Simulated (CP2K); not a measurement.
Runs of CP2K 2026.2 on CaO. Symmetry: Fm-3m, No. 225, cubic system. The conventional cell has a = 4.807 Å, b = 4.807 Å, c = 4.807 Å, α = 90.00°, β = 90.00°, γ = 90.00°. Ca (site symmetry m-3m) is surrounded by 6 O at 2.40 Å. O (site symmetry m-3m) has 6 Ca at 2.40 Å as nearest neighbours. The cell is a database's computed one.

```csv
task,level,potentials or basis,smearing,EPS_DEFAULT,cutoff radius of the dispersion sum (A),points a segment of the path (NPOINTS),bands added on the path,gap on the mesh (eV),pressure (GPa),V0 of scaled cells (Å³/atom),B0 (GPa)
single point,PBE+D3(BJ)+ATM,"POTENTIAL_UZH Ca GTH-PBE-q10, O GTH-PBE-q6; TZVP-MOLOPT-PBE-GTH basis",fermi-dirac 0.05 eV,1.0E-9,20,-,-,3.76,-0.3,-,-
equation of state,PBE,"POTENTIAL_UZH Ca GTH-PBE-q10, O GTH-PBE-q6; TZVP-MOLOPT-PBE-GTH basis",fermi-dirac 0.05 eV,1.0E-10,-,-,-,-,-,14.22,(b)
single point,PBE+D3(BJ),"POTENTIAL_UZH Ca GTH-PBE-q10, O GTH-PBE-q6; TZVP-MOLOPT-PBE-GTH basis",fermi-dirac 0.05 eV,1.0E-9,20,-,-,3.76,(a),-,-
band structure,PBE,"POTENTIAL_UZH Ca GTH-PBE-q10, O GTH-PBE-q6; TZVP-MOLOPT-PBE-GTH basis",fermi-dirac 0.05 eV,1.0E-10,-,6,2,3.76,2.6,-,-
equation of state,LDA,"GTH_POTENTIALS Ca GTH-PADE-q10, O GTH-PADE-q6; TZVP-MOLOPT-PBE-GTH basis",fermi-dirac 0.1 eV,1.0E-10,-,-,-,-,-,13.14,127
```

Alike in all rows: no spin polarisation; cell as given; k mesh 10 × 10 × 10.

**Question.** Estimate the missing entries.

**Answer.** (a) -0.6; (b) 104.

Caveats: the basis of atomic orbitals isn't converged, which shifts pressures, moduli and gaps.

A k mesh can miss the band edges.

Not every run made on this cell is shown here.
